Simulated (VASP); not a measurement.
Wanted: the native input for a VASP 6.6.1 run.

- Task: single point
- Functional: r2SCAN
- Dispersion: rVV10
- Potentials or basis: VASP PAW PBE potentials, release 64 (Zn, O)
- Cutoff: 520 eV
- k mesh: 9 × 9 × 5
- Occupations: fermi-dirac, width 0.05 eV
- Spin: no spin polarisation
- Dipole correction: no
- Further INCAR settings: ALGO = Normal; EDIFF = 1e-07; NBANDS = 26

ZnO (zincite):

```
CELL_PARAMETERS angstrom
3.18298 0.00000 0.00000
-1.59149 2.75654 0.00000
0.00000 0.00000 5.09944
ATOMIC_POSITIONS crystal
Zn 0.66667 0.33333 0.00000
Zn 0.33333 0.66667 0.50000
O 0.33333 0.66667 0.87901
O 0.66667 0.33333 0.37901
```

One way to write it, as run:

POSCAR

```
ZnO
1.0
    3.1829769797      0.0000000000      0.0000000000
   -1.5914884899      2.7565389241      0.0000000000
    0.0000000000      0.0000000000      5.0994402224
Zn O
2 2
Direct
    0.6666666667      0.3333333333      0.0000000000
    0.3333333333      0.6666666667      0.5000000000
    0.3333333333      0.6666666667      0.8790100000
    0.6666666667      0.3333333333      0.3790100000
```

INCAR.step1

```
SYSTEM = ZnO
ALGO = Normal
EDIFF = 1E-4
ENCUT = 520
GGA = PE
ISMEAR = -1
LASPH = .True.
LCHARG = .False.
LREAL = .False.
LWAVE = .True.
NBANDS = 26
NELM = 60
PREC = Accurate
SIGMA = 0.05
```

INCAR.step2

```
SYSTEM = ZnO
ALGO = Normal
BPARAM = 11.95
CPARAM = 0.0093
EDIFF = 1E-7
ENCUT = 520
ISIF = 2
ISMEAR = -1
ISTART = 1
IVDW_NL = 2
LASPH = .True.
LCHARG = .False.
LMIXTAU = .True.
LREAL = .False.
LUSE_VDW = .True.
LWAVE = .False.
METAGGA = R2SCAN
NBANDS = 26
NELM = 60
PREC = Accurate
SIGMA = 0.05
```

KPOINTS

```
k-points
0
Gamma
  9 9 5
  0 0 0
```

Potentials or basis: VASP PAW PBE potentials, release 64 (Zn, O).

Launch:

```sh
$ cat potpaw_PBE.64/Zn/POTCAR potpaw_PBE.64/O/POTCAR > POTCAR
$ cp INCAR.step1 INCAR
$ mpirun -np 1 vasp_std > vasp.out
$ cp INCAR.step2 INCAR
$ mpirun -np 1 vasp_std > vasp.out
```

Results of the run:

| Item | Value |
| --- | --- |
| Pressure | 9.1 GPa |
| Largest force | 0.097 eV/Å |
| Band gap on the k mesh | 1.27 eV, direct |

Caveat: the PAW data sets were made with another functional, which shifts forces and pressure a little.

It took 2.7 min on 1 thread of Intel(R) Xeon(R) Platinum 8375C CPU @ 2.90GHz (Ice Lake), with other jobs on the host, peak memory 0.29 GiB.
